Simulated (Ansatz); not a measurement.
**Al$_{2}$Cu under strain**

Theory: DFT PBEsol, scalar-relativistic, plane waves, PAW in Ansatz. (420 eV cutoff, 6×6×8 k-mesh, Gaussian smearing of 0.10 eV, no spin polarisation)

Reference structure (relaxed):

```
CELL_PARAMETERS angstrom
5.99235 0.00000 0.00000
0.00000 5.99235 0.00000
0.00000 0.00000 4.82870
ATOMIC_POSITIONS crystal
Al 0.15934 0.34066 0.00000
Al 0.15934 0.65934 0.50000
Al 0.84066 0.34066 0.50000
Al 0.84066 0.65934 0.00000
Al 0.65934 0.84066 0.50000
Al 0.65934 0.15934 0.00000
Al 0.34066 0.84066 0.00000
Al 0.34066 0.15934 0.50000
Cu 0.00000 0.00000 0.75000
Cu 0.00000 0.00000 0.25000
Cu 0.50000 0.50000 0.25000
Cu 0.50000 0.50000 0.75000
```

Deformation: biaxial strain in the a-b plane, with the length and tilt of c and the atoms relaxed, all within the symmetry that the strain leaves. Energies are extrapolated to zero smearing. On this cell's mesh the reference holds a stress of up to 0.25 GPa.

```
strain (%)  ΔE (meV/atom) a (Å) b (Å) c (Å)
      -3.0           19.9  5.813  5.813  4.981
      -2.0            9.7  5.872  5.872  4.898
      -1.0            2.6  5.932  5.932  4.848
      +0.0            0.0  5.992  5.992  4.829
      +1.0            1.7  6.052  6.052  4.797
      +2.0            7.5  6.112  6.112  4.773
      +3.0           16.8  6.172  6.172  4.747
```

Problem. What stiffness (1/V) d²E/dε² at zero strain does a cubic fit over all points give?

Solution. A cubic fit gives (1/V) d²E/dε² = 451 GPa at zero strain (twice the biaxial modulus).

Problem. How does the free axis c answer a small strain?

Solution. Between the innermost points its strain is -0.53 times the applied one.